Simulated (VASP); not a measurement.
# In2O3 (R-3c) in VASP: further runs

One crystal, In2O3, is run at these levels: LDA; tasks: single point.

Everything below comes from runs of VASP 6.6.1. Logs are shortened: lines on timing, memory, paths and dates and some standing lists are left out, and cuts for length are marked.

### 1 The crystal as given

It takes space group R-3c (No. 167, trigonal). The conventional cell has a = 5.487 Å, b = 5.487 Å, c = 14.510 Å, α = 90.00°, β = 90.00°, γ = 120.00°. In (site symmetry 3) has 6 O at 2.12 to 2.26 Å as nearest neighbours. Around O (site symmetry 2) lie 4 In at 2.12 to 2.26 Å.

### 2 Single point, LDA

The input, INCAR:

```
ADDGRID = False
ALGO = Normal
EDIFF = 0.01
ENCUT = 450
ISIF = 2
ISMEAR = 0
LASPH = True
LCHARG = False
LREAL = False
LWAVE = False
NELM = 100
PREC = Accurate
SIGMA = 0.05
```

The input, KPOINTS:

```
k-points
0
Gamma
  4 4 4
```

The input, POSCAR:

```
In2O3
1.0
    2.7435000000      1.5839604635      4.8366666667
   -2.7435000000      1.5839604635      4.8366666667
    0.0000000000     -3.1679209270      4.8366666667
In O
4 6
Direct
    0.8573100000      0.8573100000      0.8573100000
    0.6426900000      0.6426900000      0.6426900000
    0.1426900000      0.1426900000      0.1426900000
    0.3573100000      0.3573100000      0.3573100000
    0.0480000000      0.7500000000      0.4520000000
    0.7500000000      0.4520000000      0.0480000000
    0.4520000000      0.0480000000      0.7500000000
    0.9520000000      0.2500000000      0.5480000000
    0.2500000000      0.5480000000      0.9520000000
    0.5480000000      0.9520000000      0.2500000000
```

Potentials or basis: VASP PAW LDA potentials, release 64 (In_d, O).

Started as:

```
$ cat potpaw_LDA.64/In_d/POTCAR potpaw_LDA.64/O/POTCAR > POTCAR
$ mpirun -np 1 vasp_std > vasp.out
```

OUTCAR:

```text
EDIFF = 0.01
   ENCUT = 450
   ISIF = 2
   ISMEAR = 0
   LASPH = True
   LREAL = False
   NELM = 100
   PREC = Accurate

 Found     13 irreducible k-points:

 Following reciprocal coordinates:
            Coordinates               Weight
  0.000000  0.000000  0.000000      1.000000
  0.250000 -0.000000 -0.000000      6.000000
  0.500000 -0.000000 -0.000000      3.000000
  0.250000  0.250000 -0.000000      6.000000
  0.500000  0.250000  0.000000     12.000000
 -0.250000  0.250000  0.000000      6.000000
   k-points           NKPTS =     13   k-points in BZ     NKDIM =     13   number of bands    NBANDS=     52
   number of dos      NEDOS =    301   number of ions     NIONS =     10
   total plane-waves  NPLWV =  64000
   dimension x,y,z NGX =    40 NGY =   40 NGZ =   40
   dimension x,y,z NGXF=    80 NGYF=   80 NGZF=   80
   ions per type =               4   6
   NGX,Y,Z   is equivalent  to a cutoff of  11.50, 11.50, 11.50 a.u.
   NGXF,Y,Z  is equivalent  to a cutoff of  23.00, 23.00, 23.00 a.u.
 SYSTEM =  unknown system
   PREC   = accura    normal or accurate (medium, high low for compatibility)
   ISTART =      0    job   : 0-new  1-cont  2-samecut
   ICHARG =      2    charge: 1-file 2-atom 10-const
   ISPIN  =      1    spin polarized calculation?
   LNONCOLLINEAR =      F non collinear calculations
   LSORBIT =      F    spin-orbit coupling
   LASPH  =      T    aspherical Exc in radial PAW
   ENCUT  =  450.0 eV  33.07 Ry    5.75 a.u.  10.00 10.00 10.00*2*pi/ulx,y,z
   NELM   =    100;   NELMIN=  2; NELMDL= -5     # of ELM steps
   EDIFF  = 0.1E-01   stopping-criterion for ELM
   LREAL  =      F    real-space projection
   EDIFFG = 0.1E+00   stopping-criterion for IOM
   NSW    =      0    number of steps for IOM
   IBRION =     -1    ionic relax: 0-MD 1-quasi-New 2-CG
   NFREE  =      0    steps in history (QN), initial steepest desc. (CG)
   ISIF   =      2    stress and relaxation
   ISYM   =      2    0-nonsym 1-usesym 2-fastsym
   POTIM  = 0.5000    time-step for ionic-motion
   TEBEG  =    0.0;   TEEND  =   0.0 temperature during run
   PSTRESS=    0.0 pullay stress
   NELECT =      88.0000    total number of electrons
   NUPDOWN=      -1.0000    fix difference up-down
   EMIN   =  10.00;   EMAX   =-10.00  energy-range for DOS
   EFERMI =   0.00;   METHOD = LEGACY
   ISMEAR =     0;   SIGMA  =   0.05  broadening in eV -4-tet -1-fermi 0-gaus
   EFERMI_NEDOS =   21; number of points for ismear=-14 and -15
   IALGO  =     38    algorithm
   IMIX   =      4    mixing-type and parameters
     AMIX     =   0.40;   BMIX     =  1.00
     AMIX_MAG =   1.60;   BMIX_MAG =  1.00
  volume/ion in A,a.u.               =      12.61        85.10
  Fermi-wavevector in a.u.,A,eV,Ry     =   1.452068  2.744010 28.687886  2.108500
  Thomas-Fermi vector in A             =   2.569492
   LORBIT       =      0    0 simple, 1 ext, 2 COOP (PROOUT), +10 PAW based schemes
   GGA     = CA    functional components
   LHFCALC =     F    Hartree Fock is set to
   AEXX    =    0.0000 exact exchange contribution
   IVDW    =     0    specifies the selected vdW correction
   LEPSILON=     F    determine dielectric tensor
   LRPA    =     F    only Hartree local field effects (RPA)
 non-spin polarized calculation
 Gauss-broadening in eV      SIGMA  =   0.05
  energy-cutoff  :      450.00
  volume of cell :      126.11
 maximum number of plane-waves:      2756
   NGX = 19   NGY = 19   NGZ = 19

 number of electron      87.9999962 magnetization

 Free energy of the ion-electron system (eV)
  ---------------------------------------------------
  ext. energy  EPLUGINS =         0.00000000
  ---------------------------------------------------
  free energy    TOTEN  =       -63.66694739 eV

  energy without entropy =      -63.66694739  energy(sigma->0) =      -63.66694739

 E-fermi :   5.5710     XC(G=0): -11.7579

 val. band max:        5.2952752123   @ k =   0.2500  -0.0000  -0.0000
 cond. band min:       6.5016784265   @ k =   0.0000   0.0000   0.0000
 fundamental gap:      1.2064032142
 Fermi energy:         5.5709514065

 k-point     1 :       0.0000    0.0000    0.0000
  band No.  band energies     occupation
      1     -12.1159      2.00000
      2     -11.1955      2.00000
      3     -11.1955      2.00000
      4     -10.9513      2.00000
      5     -10.9513      2.00000
      6     -10.8454      2.00000
[... 44 lines left out ...]
     51      14.3442      0.00000
     52      14.7100      0.00000

 k-point     2 :       0.2500   -0.0000   -0.0000
  band No.  band energies     occupation
      1     -11.9376      2.00000
      2     -11.1726      2.00000
      3     -11.1582      2.00000
      4     -11.1037      2.00000
      5     -10.9917      2.00000
      6     -10.9161      2.00000
[... 44 lines left out ...]
     51      14.6027      0.00000
     52      15.0304      0.00000

 k-point     3 :       0.5000   -0.0000   -0.0000
  band No.  band energies     occupation
      1     -11.5140      2.00000
      2     -11.5140      2.00000
      3     -11.0922      2.00000
      4     -11.0922      2.00000
      5     -11.0454      2.00000
      6     -11.0454      2.00000
[... 44 lines left out ...]
     51      14.2965      0.00000
     52      14.2968      0.00000

 k-point     4 :       0.2500    0.2500   -0.0000
  band No.  band energies     occupation
      1     -11.9031      2.00000
      2     -11.2522      2.00000
      3     -11.1112      2.00000
      4     -11.1100      2.00000
      5     -10.9732      2.00000
      6     -10.9147      2.00000
[... 44 lines left out ...]
     51      14.0790      0.00000
     52      15.3092      0.00000

 k-point     5 :       0.5000    0.2500    0.0000
  band No.  band energies     occupation
      1     -11.6307      2.00000
      2     -11.3830      2.00000
      3     -11.1817      2.00000
      4     -11.0937      2.00000
      5     -11.0486      2.00000
      6     -10.9178      2.00000
[... 44 lines left out ...]
     51      14.0050      0.00000
     52      15.0474      0.00000

 k-point     6 :      -0.2500    0.2500    0.0000
  band No.  band energies     occupation
      1     -11.6974      2.00000
      2     -11.3244      2.00000
      3     -11.2040      2.00000
      4     -11.0672      2.00000
      5     -10.9904      2.00000
      6     -10.9894      2.00000
[... 44 lines left out ...]
     51      14.5080      0.00000
     52      14.8397      0.00000

 [... further k-points ...]

------------------------ aborting loop because EDIFF is reached ----------------------------------------

  FORCE on cell =-STRESS in cart. coord.  units (eV):
  Direction    XX          YY          ZZ          XY          YZ          ZX
  --------------------------------------------------------------------------------------
  -------------------------------------------------------------------------------------
  Total       -4.2307210     -4.2307210     -4.7237285      0.0000000      0.0000000      0.0000000
  in kB      -53.7499742    -53.7499742    -60.0134791      0.0000000      0.0000000      0.0000000
  external PRESSURE =     -55.8378092 kB  Pullay stress =       0.0000000 kB

 VOLUME and BASIS-vectors are now :
 -----------------------------------------------------------------------------
  energy-cutoff  :      450.00
  volume of cell :      126.11
      direct lattice vectors                 reciprocal lattice vectors
     2.743500000  1.583960463  4.836666667     0.182248952  0.105221482  0.068917988
    -2.743500000  1.583960463  4.836666667    -0.182248952  0.105221482  0.068917988
     0.000000000 -3.167920927  4.836666667     0.000000000 -0.210442963  0.068917988

 POSITION                                       TOTAL-FORCE (eV/Angst)
 -----------------------------------------------------------------------------------
      0.00000      0.00000     12.43957         0.000000      0.000000     -0.131411
      0.00000      0.00000      9.32543         0.000000      0.000000      0.131411
      0.00000      0.00000      2.07043         0.000000      0.000000      0.131411
      0.00000      0.00000      5.18457         0.000000      0.000000     -0.131411
     -1.92594     -0.16790      6.04583        -0.086004     -0.148963      0.000000
      0.81756      1.75186      6.04583        -0.086004      0.148963      0.000000
      1.10837     -1.58396      6.04583         0.172007      0.000000     -0.000000
      1.92594      0.16790      8.46417         0.086004      0.148963      0.000000
     -0.81756     -1.75186      8.46417         0.086004     -0.148963      0.000000
     -1.10837      1.58396      8.46417        -0.172007      0.000000     -0.000000
 -----------------------------------------------------------------------------------
    total drift:                               -0.000000     -0.000000      0.000000

  FREE ENERGIE OF THE ION-ELECTRON SYSTEM (eV)
  ---------------------------------------------------
  free  energy   TOTEN  =       -63.6669473908 eV

  energy  without entropy=      -63.6669473908  energy(sigma->0) =      -63.66694739
```

Run time: 45 s. Hardware: 1 thread of Intel Xeon Platinum 8559C (Emerald Rapids), shared host; peak memory 0.21 GiB.

The run converged, but some of its settings lie outside the range that counts as converged, so its numbers aren't taken as properties of the crystal.

Results:

- Free energy: -63.6669 eV
- Largest force: 0.172 eV/Å
- Band gap on the k mesh: 1.21 eV, indirect (least direct gap 1.25 eV)

Caveat: the cutoff is under 1.25 times the usual one of these potentials, so pressure, stress and relaxed cells hold a basis-set (Pulay) error; spin-orbit coupling is left out, which moves the levels of the heavy elements.

### 3 Single point, LDA

Changes to INCAR since step 2:

```diff
@@ -2,3 +2,3 @@
 ALGO = Normal
-EDIFF = 0.01
+EDIFF = 1E-4
 ENCUT = 450
```

KPOINTS is that of step 2.

POSCAR is that of step 2.

Potentials or basis: VASP PAW LDA potentials, release 64 (In_d, O).

Started as:

```
$ cat potpaw_LDA.64/In_d/POTCAR potpaw_LDA.64/O/POTCAR > POTCAR
$ mpirun -np 1 vasp_std > vasp.out
```

OUTCAR:

```text
EDIFF = 1E-4
   ENCUT = 450
   ISIF = 2
   ISMEAR = 0
   LASPH = True
   LREAL = False
   NELM = 100
   PREC = Accurate

 Found     13 irreducible k-points:

 Following reciprocal coordinates:
            Coordinates               Weight
  0.000000  0.000000  0.000000      1.000000
  0.250000 -0.000000 -0.000000      6.000000
  0.500000 -0.000000 -0.000000      3.000000
  0.250000  0.250000 -0.000000      6.000000
  0.500000  0.250000  0.000000     12.000000
 -0.250000  0.250000  0.000000      6.000000
   k-points           NKPTS =     13   k-points in BZ     NKDIM =     13   number of bands    NBANDS=     52
   number of dos      NEDOS =    301   number of ions     NIONS =     10
   total plane-waves  NPLWV =  64000
   dimension x,y,z NGX =    40 NGY =   40 NGZ =   40
   dimension x,y,z NGXF=    80 NGYF=   80 NGZF=   80
   ions per type =               4   6
   NGX,Y,Z   is equivalent  to a cutoff of  11.50, 11.50, 11.50 a.u.
   NGXF,Y,Z  is equivalent  to a cutoff of  23.00, 23.00, 23.00 a.u.
 SYSTEM =  unknown system
   PREC   = accura    normal or accurate (medium, high low for compatibility)
   ISTART =      0    job   : 0-new  1-cont  2-samecut
   ICHARG =      2    charge: 1-file 2-atom 10-const
   ISPIN  =      1    spin polarized calculation?
   LNONCOLLINEAR =      F non collinear calculations
   LSORBIT =      F    spin-orbit coupling
   LASPH  =      T    aspherical Exc in radial PAW
   ENCUT  =  450.0 eV  33.07 Ry    5.75 a.u.  10.00 10.00 10.00*2*pi/ulx,y,z
   NELM   =    100;   NELMIN=  2; NELMDL= -5     # of ELM steps
   EDIFF  = 0.1E-03   stopping-criterion for ELM
   LREAL  =      F    real-space projection
   EDIFFG = 0.1E-02   stopping-criterion for IOM
   NSW    =      0    number of steps for IOM
   IBRION =     -1    ionic relax: 0-MD 1-quasi-New 2-CG
   NFREE  =      0    steps in history (QN), initial steepest desc. (CG)
   ISIF   =      2    stress and relaxation
   ISYM   =      2    0-nonsym 1-usesym 2-fastsym
   POTIM  = 0.5000    time-step for ionic-motion
   TEBEG  =    0.0;   TEEND  =   0.0 temperature during run
   PSTRESS=    0.0 pullay stress
   NELECT =      88.0000    total number of electrons
   NUPDOWN=      -1.0000    fix difference up-down
   EMIN   =  10.00;   EMAX   =-10.00  energy-range for DOS
   EFERMI =   0.00;   METHOD = LEGACY
   ISMEAR =     0;   SIGMA  =   0.05  broadening in eV -4-tet -1-fermi 0-gaus
   EFERMI_NEDOS =   21; number of points for ismear=-14 and -15
   IALGO  =     38    algorithm
   IMIX   =      4    mixing-type and parameters
     AMIX     =   0.40;   BMIX     =  1.00
     AMIX_MAG =   1.60;   BMIX_MAG =  1.00
  volume/ion in A,a.u.               =      12.61        85.10
  Fermi-wavevector in a.u.,A,eV,Ry     =   1.452068  2.744010 28.687886  2.108500
  Thomas-Fermi vector in A             =   2.569492
   LORBIT       =      0    0 simple, 1 ext, 2 COOP (PROOUT), +10 PAW based schemes
   GGA     = CA    functional components
   LHFCALC =     F    Hartree Fock is set to
   AEXX    =    0.0000 exact exchange contribution
   IVDW    =     0    specifies the selected vdW correction
   LEPSILON=     F    determine dielectric tensor
   LRPA    =     F    only Hartree local field effects (RPA)
 non-spin polarized calculation
 Gauss-broadening in eV      SIGMA  =   0.05
  energy-cutoff  :      450.00
  volume of cell :      126.11
 maximum number of plane-waves:      2756
   NGX = 19   NGY = 19   NGZ = 19

 number of electron      87.9999962 magnetization

 Free energy of the ion-electron system (eV)
  ---------------------------------------------------
  ext. energy  EPLUGINS =         0.00000000
  ---------------------------------------------------
  free energy    TOTEN  =       -63.66857276 eV

  energy without entropy =      -63.66857276  energy(sigma->0) =      -63.66857276

 E-fermi :   5.5657     XC(G=0): -11.7568

 val. band max:        5.2958358759   @ k =   0.2500  -0.0000  -0.0000
 cond. band min:       6.5042263047   @ k =   0.0000   0.0000   0.0000
 fundamental gap:      1.2083904288
 Fermi energy:         5.5656535587

 k-point     1 :       0.0000    0.0000    0.0000
  band No.  band energies     occupation
      1     -12.1150      2.00000
      2     -11.1950      2.00000
      3     -11.1950      2.00000
      4     -10.9506      2.00000
      5     -10.9506      2.00000
      6     -10.8446      2.00000
[... 44 lines left out ...]
     51      14.3436      0.00000
     52      14.6418      0.00000

 k-point     2 :       0.2500   -0.0000   -0.0000
  band No.  band energies     occupation
      1     -11.9367      2.00000
      2     -11.1720      2.00000
      3     -11.1577      2.00000
      4     -11.1030      2.00000
      5     -10.9910      2.00000
      6     -10.9155      2.00000
[... 44 lines left out ...]
     51      14.6041      0.00000
     52      15.0311      0.00000

 k-point     3 :       0.5000   -0.0000   -0.0000
  band No.  band energies     occupation
      1     -11.5133      2.00000
      2     -11.5133      2.00000
      3     -11.0916      2.00000
      4     -11.0916      2.00000
      5     -11.0448      2.00000
      6     -11.0448      2.00000
[... 44 lines left out ...]
     51      14.2987      0.00000
     52      14.2988      0.00000

 k-point     4 :       0.2500    0.2500   -0.0000
  band No.  band energies     occupation
      1     -11.9022      2.00000
      2     -11.2517      2.00000
      3     -11.1106      2.00000
      4     -11.1094      2.00000
      5     -10.9726      2.00000
      6     -10.9139      2.00000
[... 44 lines left out ...]
     51      14.0816      0.00000
     52      15.2901      0.00000

 k-point     5 :       0.5000    0.2500    0.0000
  band No.  band energies     occupation
      1     -11.6300      2.00000
      2     -11.3824      2.00000
      3     -11.1811      2.00000
      4     -11.0931      2.00000
      5     -11.0479      2.00000
      6     -10.9170      2.00000
[... 44 lines left out ...]
     51      14.0076      0.00000
     52      15.0475      0.00000

 k-point     6 :      -0.2500    0.2500    0.0000
  band No.  band energies     occupation
      1     -11.6966      2.00000
      2     -11.3237      2.00000
      3     -11.2034      2.00000
      4     -11.0666      2.00000
      5     -10.9896      2.00000
      6     -10.9887      2.00000
[... 44 lines left out ...]
     51      14.5065      0.00000
     52      14.8404      0.00000

 [... further k-points ...]

------------------------ aborting loop because EDIFF is reached ----------------------------------------

  FORCE on cell =-STRESS in cart. coord.  units (eV):
  Direction    XX          YY          ZZ          XY          YZ          ZX
  --------------------------------------------------------------------------------------
  -------------------------------------------------------------------------------------
  Total       -2.5488817     -2.5488817     -2.9836879      0.0000000     -0.0000000      0.0000000
  in kB      -32.3827367    -32.3827367    -37.9068129      0.0000000     -0.0000000      0.0000000
  external PRESSURE =     -34.2240955 kB  Pullay stress =       0.0000000 kB

 VOLUME and BASIS-vectors are now :
 -----------------------------------------------------------------------------
  energy-cutoff  :      450.00
  volume of cell :      126.11
      direct lattice vectors                 reciprocal lattice vectors
     2.743500000  1.583960463  4.836666667     0.182248952  0.105221482  0.068917988
    -2.743500000  1.583960463  4.836666667    -0.182248952  0.105221482  0.068917988
     0.000000000 -3.167920927  4.836666667     0.000000000 -0.210442963  0.068917988

 POSITION                                       TOTAL-FORCE (eV/Angst)
 -----------------------------------------------------------------------------------
      0.00000      0.00000     12.43957        -0.000000     -0.000000     -0.103797
      0.00000      0.00000      9.32543        -0.000000      0.000000      0.103797
      0.00000      0.00000      2.07043        -0.000000     -0.000000      0.103797
      0.00000      0.00000      5.18457        -0.000000     -0.000000     -0.103797
     -1.92594     -0.16790      6.04583        -0.088057     -0.152519      0.000000
      0.81756      1.75186      6.04583        -0.088057      0.152519      0.000000
      1.10837     -1.58396      6.04583         0.176114      0.000000      0.000000
      1.92594      0.16790      8.46417         0.088057      0.152519      0.000000
     -0.81756     -1.75186      8.46417         0.088057     -0.152519      0.000000
     -1.10837      1.58396      8.46417        -0.176114      0.000000      0.000000
 -----------------------------------------------------------------------------------
    total drift:                               -0.000000     -0.000000      0.000000

  FREE ENERGIE OF THE ION-ELECTRON SYSTEM (eV)
  ---------------------------------------------------
  free  energy   TOTEN  =       -63.6685727575 eV

  energy  without entropy=      -63.6685727575  energy(sigma->0) =      -63.66857276
```

It took 57 s on 1 thread of Intel Xeon Platinum 8559C (Emerald Rapids), shared host; peak memory 0.22 GiB.

These settings aren't checked as converged: the numbers below hold their error.

What came out:

* Free energy: -63.6686 eV
* Largest force: 0.176 eV/Å
* Band gap on the k mesh: 1.21 eV, indirect (least direct gap 1.25 eV)

Caveat: the cutoff is under 1.25 times the usual one of these potentials, so pressure, stress and relaxed cells hold a basis-set (Pulay) error; spin-orbit coupling is left out, which moves the levels of the heavy elements.

### 4 For comparison

An earlier run on the cell as given: functional PBE; potentials or basis VASP PAW PBE potentials, release 64 (In_d, O); cutoff 520 eV; k mesh 6 × 6 × 6; occupations fermi-dirac, width 0.05 eV; no spin polarisation.

* Pressure: 9.0 GPa
* Largest force: 0.139 eV/Å
* Band gap on the k mesh: 1.30 eV, indirect (least direct gap 1.34 eV)
